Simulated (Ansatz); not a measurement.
**Perturbing SiO2**

Base: a computed structure from the Materials Project (it need not be an observed phase), ions relaxed with PBE at fixed cell.

```
Si O
1.0
    -4.45849    4.45849    4.45849
     4.45849   -4.45849    4.45849
     4.45849    4.45849   -4.45849
Si O
6 12
Direct
  0.50000 0.75000 0.25000
  0.75000 0.50000 0.25000
  0.25000 0.75000 0.50000
  0.25000 0.50000 0.75000
  0.50000 0.25000 0.75000
  0.75000 0.25000 0.50000
  0.67880 0.38635 0.00000
  0.29245 0.61365 0.61365
  0.67880 0.00000 0.38635
  0.38635 0.67880 0.00000
  0.00000 0.67880 0.38635
  0.61365 0.29245 0.61365
  0.61365 0.61365 0.29245
  0.00000 0.38635 0.67880
  0.38635 0.00000 0.67880
  0.32120 0.32120 0.70755
  0.70755 0.32120 0.32120
  0.32120 0.70755 0.32120
```

Sites (sets of like atoms) are named by element and the number of their first atom in this list.

Computed with Ansatz: DFT, PBE, plane waves and PAW (field gradients read without the response of the frozen cores, which leaves them typically 4 to 6 % off), scalar-relativistic, 420 eV cutoff, Γ-centred 4×4×4 k-points, Fermi–Dirac smearing 0.02 eV.

Gradients in 10²¹ V/m², for some of the sites:

| site | atoms | V_zz base | η base | V_zz variant | η variant |
| --- | --- | --- | --- | --- | --- |
| Si1 | 1 | -0.73 | 0.00 | -0.73 | 0.20 |
| Si2 | 2 | -0.73 | 0.00 | -0.73 | 0.19 |
| Si3 | 3 | -0.73 | 0.00 | 1.97 | 0.37 |
| Si4 | 4 | -0.73 | 0.00 | -0.74 | 0.26 |
| Si5 | 5 | -0.73 | 0.00 | -1.89 | 0.35 |
| Si6 | 6 | -0.73 | 0.00 | -0.73 | 0.01 |
| O7 | 7 | 10.41 | 0.12 | 10.38 | 0.14 |
| O8 | 8 | 10.41 | 0.12 | 10.52 | 0.10 |
| O10 | 10 | 10.41 | 0.12 | 10.44 | 0.12 |
| O11 | 11 | 10.41 | 0.12 | 10.63 | 0.12 |
| O12 | 12 | 10.41 | 0.12 | 10.27 | 0.12 |
| O15 | 15 | 10.41 | 0.12 | 10.07 | 0.28 |
| O16 | 16 | 10.41 | 0.12 | 10.14 | 0.13 |
| O18 | 18 | 10.41 | 0.12 | 10.42 | 0.18 |

Task: Which change was made?
A. xy engineering shear strain of -1 %, ions relaxed
B. x compressed by 2 %, ions relaxed
C. atom 15 (O) moved by 0.15 Å along (0.150, 0.000, 0.000) Å
D. volume scaled by 0.99, ions relaxed

Result: C. It leaves 18 symmetry-distinct sites where the base has 2, which no other option does. The largest change of V_zz along a kept axis is on O15, from 10.41 to 10.07. The whole tensor moves most on Si5, by 2.00 along its most changed direction. In per cent, |V_zz| changes by 0 to +2 on Si, -3 to +2 on O (all sites that start above 0.5, bar those whose gradient vanishes or changes sign or whose main axis turns by over 40°). Where |V_zz| stays above 0.1 and the axes keep their order, η moves most on Si4, from 0.00 to 0.26. On Si3, Si5 the largest principal value lies along another axis in the second run, so the two V_zz can't be compared directly. The table leaves out 4 of the 18 sites, with |V_zz| up to 10.47; their tensors move by 0.11 at most along any direction. The statements above cover all sites.

For the variant: The atoms aren't relaxed after the move (largest force 5.7 eV/Å).
